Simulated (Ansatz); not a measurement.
# Lithium, bcc under LDA: how the Methfessel-Paxton smearing moves the result

How small must the Methfessel-Paxton smearing width be for energy and pressure to settle? The geometry was relaxed under LDA beforehand and stays fixed; 7 values are run, from 0.01 to 1.0 eV. Wanted are the values from which on the energy stays within 10 and 1 meV/atom, and the pressure within 0.5 GPa, of the narrowest run. Within the series other settings stay, but some runs also write fields, which adds to their time. Spin polarisation is left out.

Computed with Ansatz 0.2.0 (DFT LDA, plane waves with PAW, scalar-relativistic, unless a step says otherwise).

## (1) The starting structure

The structure is cubic, space group Im-3m (No. 229). Conventional cell: a = 3.363 Å, b = 3.363 Å, c = 3.363 Å, α = 90.00°, β = 90.00°, γ = 90.00°. Li (site symmetry m-3m) is surrounded by 8 Li at 2.91 Å.

As a file:

```cif
data_structure
_symmetry_space_group_name_H-M 'P 1'
_symmetry_Int_Tables_number 1
_cell_length_a 2.9127
_cell_length_b 2.9127
_cell_length_c 2.9127
_cell_angle_alpha 109.471
_cell_angle_beta 109.471
_cell_angle_gamma 109.471
_cell_volume 19.02
loop_
_atom_site_label
_atom_site_type_symbol
_atom_site_fract_x
_atom_site_fract_y
_atom_site_fract_z
_atom_site_occupancy
Li1 Li 0.00000 0.00000 0.00000 1
```

## (2) Width 0.01 eV

The run at 0.01 eV.

input.yaml

```yaml
crystal:
  lattice:
    - [-1.6816320888, 1.6816320888, 1.6816320888]
    - [1.6816320888, -1.6816320888, 1.6816320888]
    - [1.6816320888, 1.6816320888, -1.6816320888]
  atoms:
    - { symbol: Li, position: [0.0, 0.0, 0.0] }
hamiltonian:
  xc: lda
  pseudopotentials:
    kind: paw
    azcp:
      Li: "pseudopotentials/Li.paw.azcp"
basis:
  ecutwfc: 420
  fft_grid_basis: typed
kpoints:
  mp_grid: { grid: [13, 13, 13], shift: [0, 0, 0] }
magnetization:
  spin_polarized: false
scf:
  occupations: { method: methfessel_paxton, width: 0.01 }
  lower_state_search: "off"
output:
  stress: true
```

The run is started by

```
> ansatz run input.yaml --threads 2 --pin off --max-ram 5120MiB --backend cpu --events-out ev --progress --plain --runs-dir out
```

Standard output, cut to the lines that bear on the results:

```text
Warning: <dir> the record states the generating functional pbe (its physics header spells it `PBE`), which answers neither for hamiltonian.xc's functional nor for the lda family's — results may be inconsistent (PPs are generated against a specific XC)
Warning: RAYON_NUM_THREADS=2 ignored (pool sized by the plan → 2); use --threads N
[...]
Pseudopotentials: kind: paw
Pseudopotential: Li, paw, valence charge 3, recommended cutoff 420 eV (normal), <dir>
Functional definition: SPW92
[...]
Crystal: 1 atoms, lattice volume = 19.022 Å³
Basis set: ecut = 420 eV, 369 PW (Γ)
Bands: 6, of which v1, the nominal top of the filled ones, is band 2 counted from 1 (1 counted from 0)
Symmetry: 48 space group operations
Space group: Im-3m (ITA 229), of the structure as read, at distance tolerance 2.7e-5 Å
k-points: 84 of 2197
[...]
SCF iter   1: F=—  HF=-201.645481 eV  |F-HF|=—  |Δ(HF+E_count)|=         —  Δρ=4.53e-3  dr2=1.06e-3  ethr=1.77e-3  ⟨swp⟩=4.1  Hψ=4108  notcnv=0
[...]
SCF iter   5: F=-201.641134 eV  HF=-201.641134 eV  |F-HF|=8.81e-13  |Δ(HF+E_count)|=   1.39e-9  S|Δr|=    0.00e0  Δρ=7.87e-8  dr2=6.20e-13  ethr=1.13e-10  ⟨swp⟩=1.6  Hψ=1229  notcnv=0
[...]
SCF converged after 5 iterations
Stability not checked: this state was not tested for a lower state beside it, because cold or Methfessel-Paxton smearing, or corrected tetrahedra, fill the levels in a way that the test cannot read (fill_not_monotonic; see scf.lower_state_search)
Free energy (F): -201.641134 eV
[...]
E sigma→0 (E₀):  -201.641131 eV
Entropy (-TS):   -0.000012 eV (-0.012 meV/atom)
Fermi energy:    1.135069 eV
[...]
--- Stress (GPa, compression-positive) ---
       -0.032901       0.000000      -0.000000
        0.000000      -0.032901       0.000000
       -0.000000       0.000000      -0.032901
  P = ⅓ Tr σ = -0.0329 GPa (-0.329 kbar)
```

Wall time 1.1 s (2 threads of Intel Xeon Platinum 8259CL at 2.50GHz (Skylake/Cascade Lake), shared host); peak memory 0.31 GiB.

## (3) Width 0.03 eV

The run at 0.03 eV.

input.yaml, as its differences from that of step 2:

```diff
@@ -21,3 +21,3 @@
 scf:
-  occupations: { method: methfessel_paxton, width: 0.01 }
+  occupations: { method: methfessel_paxton, width: 0.03 }
   lower_state_search: "off"
```

The run is started by

```
> ansatz run input.yaml --threads 2 --pin off --max-ram 5120MiB --backend cpu --events-out ev --progress --plain --runs-dir out
```

Standard output, cut to the lines that bear on the results:

```text
Warning: <dir> the record states the generating functional pbe (its physics header spells it `PBE`), which answers neither for hamiltonian.xc's functional nor for the lda family's — results may be inconsistent (PPs are generated against a specific XC)
Warning: RAYON_NUM_THREADS=2 ignored (pool sized by the plan → 2); use --threads N
[...]
[... 3 set-up lines as earlier in the session ...]
[...]
Crystal: 1 atoms, lattice volume = 19.022 Å³
Basis set: ecut = 420 eV, 369 PW (Γ)
Bands: 6, of which v1, the nominal top of the filled ones, is band 2 counted from 1 (1 counted from 0)
[... 2 set-up lines as earlier in the session ...]
k-points: 84 of 2197
[...]
SCF iter   1: F=—  HF=-201.645526 eV  |F-HF|=—  |Δ(HF+E_count)|=         —  Δρ=4.54e-3  dr2=1.06e-3  ethr=1.77e-3  ⟨swp⟩=4.0  Hψ=3973  notcnv=0
[...]
SCF iter   5: F=-201.641174 eV  HF=-201.641174 eV  |F-HF|=8.81e-13  |Δ(HF+E_count)|=   1.39e-9  S|Δr|=    0.00e0  Δρ=7.87e-8  dr2=6.19e-13  ethr=1.13e-10  ⟨swp⟩=1.6  Hψ=1235  notcnv=0
[...]
SCF converged after 5 iterations
Stability not checked: this state was not tested for a lower state beside it, because cold or Methfessel-Paxton smearing, or corrected tetrahedra, fill the levels in a way that the test cannot read (fill_not_monotonic; see scf.lower_state_search)
Free energy (F): -201.641174 eV
[...]
E sigma→0 (E₀):  -201.641145 eV
Entropy (-TS):   -0.000114 eV (-0.114 meV/atom)
Fermi energy:    1.143319 eV
[...]
--- Stress (GPa, compression-positive) ---
       -0.037753       0.000000       0.000000
       -0.000000      -0.037753      -0.000000
       -0.000000       0.000000      -0.037753
  P = ⅓ Tr σ = -0.0378 GPa (-0.378 kbar)
```

Wall time 0.96 s (2 threads of Intel Xeon Platinum 8259CL at 2.50GHz (Skylake/Cascade Lake), shared host); peak memory 0.31 GiB.

## (4) Width 0.1 eV

The run at 0.1 eV.

input.yaml, as its differences from that of step 3:

```diff
@@ -21,3 +21,3 @@
 scf:
-  occupations: { method: methfessel_paxton, width: 0.03 }
+  occupations: { method: methfessel_paxton, width: 0.1 }
   lower_state_search: "off"
```

The run is started by

```
> ansatz run input.yaml --threads 2 --pin off --max-ram 5120MiB --backend cpu --events-out ev --progress --plain --runs-dir out
```

Standard output, cut to the lines that bear on the results:

```text
Warning: <dir> the record states the generating functional pbe (its physics header spells it `PBE`), which answers neither for hamiltonian.xc's functional nor for the lda family's — results may be inconsistent (PPs are generated against a specific XC)
Warning: RAYON_NUM_THREADS=2 ignored (pool sized by the plan → 2); use --threads N
[...]
[... 3 set-up lines as earlier in the session ...]
[...]
Crystal: 1 atoms, lattice volume = 19.022 Å³
Basis set: ecut = 420 eV, 369 PW (Γ)
Bands: 6, of which v1, the nominal top of the filled ones, is band 2 counted from 1 (1 counted from 0)
[... 2 set-up lines as earlier in the session ...]
k-points: 84 of 2197
[...]
SCF iter   1: F=—  HF=-201.645721 eV  |F-HF|=—  |Δ(HF+E_count)|=         —  Δρ=4.54e-3  dr2=1.06e-3  ethr=1.77e-3  ⟨swp⟩=3.3  Hψ=3837  notcnv=0
[...]
SCF iter   5: F=-201.641364 eV  HF=-201.641364 eV  |F-HF|=1.05e-12  |Δ(HF+E_count)|=   1.44e-9  S|Δr|=    0.00e0  Δρ=8.57e-8  dr2=7.35e-13  ethr=1.12e-10  ⟨swp⟩=1.6  Hψ=1256  notcnv=0
[...]
SCF converged after 5 iterations
Stability not checked: this state was not tested for a lower state beside it, because cold or Methfessel-Paxton smearing, or corrected tetrahedra, fill the levels in a way that the test cannot read (fill_not_monotonic; see scf.lower_state_search)
Free energy (F): -201.641364 eV
[...]
E sigma→0 (E₀):  -201.641375 eV
Entropy (-TS):   0.000042 eV (0.042 meV/atom)
Fermi energy:    1.162702 eV
[...]
--- Stress (GPa, compression-positive) ---
       -0.045237       0.000000      -0.000000
       -0.000000      -0.045237       0.000000
       -0.000000       0.000000      -0.045237
  P = ⅓ Tr σ = -0.0452 GPa (-0.452 kbar)
```

Wall time 1.1 s (2 threads of Intel Xeon Platinum 8259CL at 2.50GHz (Skylake/Cascade Lake), shared host); peak memory 0.3 GiB.

## (5) Width 0.2 eV

The run at 0.2 eV.

input.yaml, as its differences from that of step 4:

```diff
@@ -21,3 +21,3 @@
 scf:
-  occupations: { method: methfessel_paxton, width: 0.1 }
+  occupations: { method: methfessel_paxton, width: 0.2 }
   lower_state_search: "off"
```

The run is started by

```
> ansatz run input.yaml --threads 2 --pin off --max-ram 5120MiB --backend cpu --events-out ev --progress --plain --runs-dir out
```

Standard output, cut to the lines that bear on the results:

```text
Warning: <dir> the record states the generating functional pbe (its physics header spells it `PBE`), which answers neither for hamiltonian.xc's functional nor for the lda family's — results may be inconsistent (PPs are generated against a specific XC)
Warning: RAYON_NUM_THREADS=2 ignored (pool sized by the plan → 2); use --threads N
[...]
[... 3 set-up lines as earlier in the session ...]
[...]
Crystal: 1 atoms, lattice volume = 19.022 Å³
Basis set: ecut = 420 eV, 369 PW (Γ)
Bands: 6, of which v1, the nominal top of the filled ones, is band 2 counted from 1 (1 counted from 0)
[... 2 set-up lines as earlier in the session ...]
k-points: 84 of 2197
[...]
SCF iter   1: F=—  HF=-201.645442 eV  |F-HF|=—  |Δ(HF+E_count)|=         —  Δρ=4.54e-3  dr2=1.06e-3  ethr=1.77e-3  ⟨swp⟩=3.8  Hψ=3801  notcnv=0
[...]
SCF iter   5: F=-201.641088 eV  HF=-201.641088 eV  |F-HF|=1.05e-12  |Δ(HF+E_count)|=   1.44e-9  S|Δr|=    0.00e0  Δρ=8.62e-8  dr2=7.45e-13  ethr=1.12e-10  ⟨swp⟩=1.6  Hψ=1262  notcnv=0
[...]
SCF converged after 5 iterations
Stability not checked: this state was not tested for a lower state beside it, because cold or Methfessel-Paxton smearing, or corrected tetrahedra, fill the levels in a way that the test cannot read (fill_not_monotonic; see scf.lower_state_search)
Free energy (F): -201.641088 eV
[...]
E sigma→0 (E₀):  -201.641233 eV
Entropy (-TS):   0.000579 eV (0.579 meV/atom)
Fermi energy:    1.174587 eV
[...]
--- Stress (GPa, compression-positive) ---
       -0.043726       0.000000      -0.000000
        0.000000      -0.043726       0.000000
        0.000000       0.000000      -0.043726
  P = ⅓ Tr σ = -0.0437 GPa (-0.437 kbar)
```

Run time: 0.92 s. Hardware: 2 threads of Intel Xeon Platinum 8259CL at 2.50GHz (Skylake/Cascade Lake), shared host; peak memory 0.28 GiB.

## (6) Width 0.3 eV

The run at 0.3 eV.

input.yaml, as its differences from that of step 5:

```diff
@@ -21,3 +21,3 @@
 scf:
-  occupations: { method: methfessel_paxton, width: 0.2 }
+  occupations: { method: methfessel_paxton, width: 0.3 }
   lower_state_search: "off"
```

The run is started by

```
> ansatz run input.yaml --threads 2 --pin off --max-ram 5120MiB --backend cpu --events-out ev --progress --plain --runs-dir out
```

Standard output, cut to the lines that bear on the results:

```text
Warning: <dir> the record states the generating functional pbe (its physics header spells it `PBE`), which answers neither for hamiltonian.xc's functional nor for the lda family's — results may be inconsistent (PPs are generated against a specific XC)
Warning: RAYON_NUM_THREADS=2 ignored (pool sized by the plan → 2); use --threads N
[...]
[... 3 set-up lines as earlier in the session ...]
[...]
Crystal: 1 atoms, lattice volume = 19.022 Å³
Basis set: ecut = 420 eV, 369 PW (Γ)
Bands: 6, of which v1, the nominal top of the filled ones, is band 2 counted from 1 (1 counted from 0)
[... 2 set-up lines as earlier in the session ...]
k-points: 84 of 2197
[...]
SCF iter   1: F=—  HF=-201.645172 eV  |F-HF|=—  |Δ(HF+E_count)|=         —  Δρ=4.54e-3  dr2=1.06e-3  ethr=1.77e-3  ⟨swp⟩=4.0  Hψ=3790  notcnv=0
[...]
SCF iter   5: F=-201.640818 eV  HF=-201.640818 eV  |F-HF|=9.66e-13  |Δ(HF+E_count)|=   1.46e-9  S|Δr|=    0.00e0  Δρ=8.53e-8  dr2=6.90e-13  ethr=1.14e-10  ⟨swp⟩=1.5  Hψ=1273  notcnv=0
[...]
SCF converged after 5 iterations
Stability not checked: this state was not tested for a lower state beside it, because cold or Methfessel-Paxton smearing, or corrected tetrahedra, fill the levels in a way that the test cannot read (fill_not_monotonic; see scf.lower_state_search)
Free energy (F): -201.640818 eV
[...]
E sigma→0 (E₀):  -201.641049 eV
Entropy (-TS):   0.000924 eV (0.924 meV/atom)
Fermi energy:    1.164879 eV
[...]
--- Stress (GPa, compression-positive) ---
       -0.042059       0.000000      -0.000000
        0.000000      -0.042059      -0.000000
        0.000000       0.000000      -0.042059
  P = ⅓ Tr σ = -0.0421 GPa (-0.421 kbar)
```

It took 1.1 s on 2 threads of Intel Xeon Platinum 8259CL at 2.50GHz (Skylake/Cascade Lake), shared host; peak memory 0.3 GiB.

## (7) Width 0.6 eV

The run at 0.6 eV.

input.yaml, as its differences from that of step 6:

```diff
@@ -21,3 +21,3 @@
 scf:
-  occupations: { method: methfessel_paxton, width: 0.3 }
+  occupations: { method: methfessel_paxton, width: 0.6 }
   lower_state_search: "off"
@@ -25 +25,5 @@
   stress: true
+  write_density: true
+  write_potential: true
+  elf: true
+  volumetric_format: npy
```

The run is started by

```
> ansatz run input.yaml --threads 2 --pin off --max-ram 5120MiB --backend cpu --events-out ev --progress --plain --runs-dir out
```

Standard output, cut to the lines that bear on the results:

```text
Warning: <dir> the record states the generating functional pbe (its physics header spells it `PBE`), which answers neither for hamiltonian.xc's functional nor for the lda family's — results may be inconsistent (PPs are generated against a specific XC)
Warning: RAYON_NUM_THREADS=2 ignored (pool sized by the plan → 2); use --threads N
[...]
[... 3 set-up lines as earlier in the session ...]
[...]
Crystal: 1 atoms, lattice volume = 19.022 Å³
Basis set: ecut = 420 eV, 369 PW (Γ)
Bands: 6, of which v1, the nominal top of the filled ones, is band 2 counted from 1 (1 counted from 0)
[... 2 set-up lines as earlier in the session ...]
k-points: 84 of 2197
[...]
SCF iter   1: F=—  HF=-201.644930 eV  |F-HF|=—  |Δ(HF+E_count)|=         —  Δρ=4.54e-3  dr2=1.06e-3  ethr=1.77e-3  ⟨swp⟩=4.2  Hψ=3747  notcnv=0
[...]
SCF iter   5: F=-201.640570 eV  HF=-201.640570 eV  |F-HF|=9.38e-13  |Δ(HF+E_count)|=   1.46e-9  S|Δr|=    0.00e0  Δρ=8.21e-8  dr2=6.11e-13  ethr=1.15e-10  ⟨swp⟩=3.3  Hψ=1577  notcnv=0
[...]
SCF converged after 5 iterations
Stability not checked: this state was not tested for a lower state beside it, because cold or Methfessel-Paxton smearing, or corrected tetrahedra, fill the levels in a way that the test cannot read (fill_not_monotonic; see scf.lower_state_search)
Free energy (F): -201.640570 eV
[...]
E sigma→0 (E₀):  -201.639897 eV
Entropy (-TS):   -0.002694 eV (-2.694 meV/atom)
Fermi energy:    1.120616 eV
[...]
--- Stress (GPa, compression-positive) ---
       -0.028027      -0.000000      -0.000000
       -0.000000      -0.028027      -0.000000
        0.000000       0.000000      -0.028027
  P = ⅓ Tr σ = -0.0280 GPa (-0.280 kbar)
--- Band table (eV; the first three rows and the last of 84) ---
  k-point 0: bands = ["-44.3939", "-2.4744", "16.1103", "16.1103", "16.1103", "21.2681"]
[...]
```

Run time: 1.4 s. Hardware: 2 threads of Intel Xeon Platinum 8259CL at 2.50GHz (Skylake/Cascade Lake), shared host; peak memory 0.32 GiB.

## (8) Width 1.0 eV

The run at 1.0 eV.

input.yaml, as its differences from that of step 7:

```diff
@@ -21,3 +21,3 @@
 scf:
-  occupations: { method: methfessel_paxton, width: 0.6 }
+  occupations: { method: methfessel_paxton, width: 1.0 }
   lower_state_search: "off"
```

The run is started by

```
> ansatz run input.yaml --threads 2 --pin off --max-ram 5120MiB --backend cpu --events-out ev --progress --plain --runs-dir out
```

Standard output, cut to the lines that bear on the results:

```text
Warning: <dir> the record states the generating functional pbe (its physics header spells it `PBE`), which answers neither for hamiltonian.xc's functional nor for the lda family's — results may be inconsistent (PPs are generated against a specific XC)
Warning: RAYON_NUM_THREADS=2 ignored (pool sized by the plan → 2); use --threads N
[...]
[... 3 set-up lines as earlier in the session ...]
[...]
Crystal: 1 atoms, lattice volume = 19.022 Å³
Basis set: ecut = 420 eV, 369 PW (Γ)
Bands: 6, of which v1, the nominal top of the filled ones, is band 2 counted from 1 (1 counted from 0)
[... 2 set-up lines as earlier in the session ...]
k-points: 84 of 2197
[...]
SCF iter   1: F=—  HF=-201.649584 eV  |F-HF|=—  |Δ(HF+E_count)|=         —  Δρ=4.58e-3  dr2=1.07e-3  ethr=1.77e-3  ⟨swp⟩=4.3  Hψ=3731  notcnv=0
[...]
SCF iter   5: F=-201.645187 eV  HF=-201.645187 eV  |F-HF|=1.05e-12  |Δ(HF+E_count)|=   1.45e-9  S|Δr|=    0.00e0  Δρ=8.67e-8  dr2=5.67e-13  ethr=1.20e-10  ⟨swp⟩=3.3  Hψ=1603  notcnv=0
[...]
SCF converged after 5 iterations
Stability not checked: this state was not tested for a lower state beside it, because cold or Methfessel-Paxton smearing, or corrected tetrahedra, fill the levels in a way that the test cannot read (fill_not_monotonic; see scf.lower_state_search)
Free energy (F): -201.645187 eV
[...]
E sigma→0 (E₀):  -201.640559 eV
Entropy (-TS):   -0.018511 eV (-18.511 meV/atom)
Fermi energy:    1.092863 eV
[...]
--- Stress (GPa, compression-positive) ---
       -0.014738       0.000000       0.000000
       -0.000000      -0.014738       0.000000
        0.000000      -0.000000      -0.014738
  P = ⅓ Tr σ = -0.0147 GPa (-0.147 kbar)
--- Band table (eV; the first three rows and the last of 84) ---
  k-point 0: bands = ["-44.3951", "-2.4744", "16.1102", "16.1102", "16.1102", "21.2683"]
[...]
```

Run time: 1.3 s. Hardware: 2 threads of Intel Xeon Platinum 8259CL at 2.50GHz (Skylake/Cascade Lake), shared host; peak memory 0.32 GiB.

## (9) All values side by side

Differences are taken from the run at 0.01 eV.

```tsv
smearing (eV)	F (meV/atom)	E(σ → 0) (meV/atom)	P (GPa)	SCF cycles	CPU time
0.01	0.00	0.00	-0.03	5	1.2 s
0.03	-0.04	-0.01	-0.04	5	1.1 s
0.1	-0.23	-0.24	-0.05	5	1.1 s
0.2	0.05	-0.10	-0.04	5	1 s
0.3	0.32	0.08	-0.04	5	1.2 s
0.6	0.56	1.23	-0.03	5	1.6 s
1.0	-4.05	0.57	-0.01	5	1.5 s
```

## (10) Summary of results

```
                                           quantity                       value
       E(σ → 0) stays within 10 meV/atom of 0.01 eV                up to 1.0 eV
                   E(σ → 0) stays within 1 meV/atom                up to 0.3 eV
                      pressure stays within 0.5 GPa                up to 1.0 eV
                                pressure at 0.01 eV                   -0.03 GPa
energy of a separate run on a finer mesh (22×22×22)  +1.0 meV/atom from 0.01 eV
```

At 1.0 eV the energy differs by +0.6 meV/atom and the pressure by 0.0 GPa. Over the range F shifts by -4.1 meV/atom, while E(σ → 0) shifts by +0.6. This scheme cancels the term in the square of the width, so F moves little up to 0.2 eV. The mesh (13×13×13) is fixed, so the narrowest widths carry a k-point error of their own. The yardstick itself is unsettled by 1.0 meV/atom against the finer mesh, so the thresholds above hold only within this series, and wider smearing, which averages over more states, can land nearer the fine-mesh value than the narrowest does. The cell taken over is 12 % smaller than the measured one (21.61 Å³/atom, COD), which weighs on all values here.
